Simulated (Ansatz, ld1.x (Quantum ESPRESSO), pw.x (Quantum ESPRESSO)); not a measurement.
# Equation-of-state test of one PAW potential (Tc (Z = 43))

ld1.x (Quantum ESPRESSO) 7.5 input, shortened:

```
&input
   title='Tc', zed=43., rel=1, dft='PBE', iswitch=3,
   config='[Kr] 4d5 5s2 5p0'
 /
 &inputp
   pseudotype=3, lpaw=.true., tm=.true., lloc=-1, rcloc=2.10,
   nlcc=.true., new_core_ps=.true., rcore=1.05,
   which_augfun='PSQ', rmatch_augfun_nc=.true.
 /
6
5S  1  0   2.00   0.00  2.50  2.90  0.0
5S  1  0   0.00   1.45  2.50  2.90  0.0
5P  2  1   0.00   0.00  2.15  2.80  0.0
5P  2  1   0.00   1.05  2.15  2.80  0.0
4D  3  2   5.00   0.00  1.35  1.70  0.0
4D  3  2   0.00   2.20  1.35  1.70  0.0
 &test
   configts(1)='4d5 5s2 5p0'
 /
```

Atomic tests: cutoffs needed: 35 Ry and 55 Ry (the cutoffs (Ry, on a coarse ladder) from which the occupation-weighted sum of valence levels, in a spherical-Bessel basis at the reference potential, stays within 10 and 1 mRy of its value at 400 Ry); ghost test: ghost state, extra bound levels that the all-electron valence spectrum of the same l lacks: s at -5.1 eV; a true bound ghost makes a file unfit for plane-wave use (spherical-Bessel basis up to 400 Ry, 20 bohr box); configuration tests: 2 of 7 tests not solved or not reliable.

Crystal test: fcc Tc in pw.x 7.5, no spin, 15³ k-points, Fermi–Dirac smearing 0.01 Ry, cutoffs 70/560 Ry. The reference is all-electron LAPW (Ansatz 0.2.0) with the same functional, mesh and smearing; V0 and B0 come from Birch–Murnaghan fits to the pressures at five volumes. Errors are pseudo minus all-electron; Δ is the rms difference of the E(V) curves that follow from these fits, minima aligned, over ±6 % about the mean V0. Mesh and smearing are coarse, so the numbers serve the comparison and aren't converged zero-temperature values; the lattice is a test structure that the element need not adopt.

```tsv
V (Å³/atom)	P all-electron (GPa)	P pseudo (GPa)
13.816	16.43	19.52
14.179	7.40	10.15
14.543	-0.46	1.98
14.907	-7.31	-5.14
15.270	-13.27	-11.34
```

All-electron: a0 = 3.873 Å (V0 = 14.52 Å³/atom), B0 = 295.3 GPa.

Pseudopotential: mean pressure error (GPa): +2.47; a0 (Å): 3.883; a0 error (%): +0.27; B0 error (%): +0.1; Δ (meV/atom): 7.7. The largest radius (2.90 bohr) exceeds half the bond length (2.59 bohr), so the spheres overlap, which is one possible source of error among others. Note: ghost state, extra bound levels that the all-electron valence spectrum of the same l lacks: s at -5.1 eV. A true bound ghost makes a file unfit for plane-wave use. Atomic configuration tests: 2 of 7 tests not solved or not reliable. The logarithmic derivative shows an extra or strongly shifted pseudo pole above the reference energy (p near 1.39 Ry).

Problem. At the middle volume, how do free energy and pressure move when the wave cutoff is lowered (ecutrho held at 560 Ry)?

Solution.

```json
{"cutoff (Ry)": "32", "shift of F (meV/atom)": "+109.3", "shift of P (GPa)": "-8.86"}
{"cutoff (Ry)": "42", "shift of F (meV/atom)": "+32.7", "shift of P (GPa)": "-0.01"}
{"cutoff (Ry)": "56", "shift of F (meV/atom)": "+7.5", "shift of P (GPa)": "-0.66"}
```

The 8 pw.x runs together took about 2.6 min on one core of a shared server CPU.
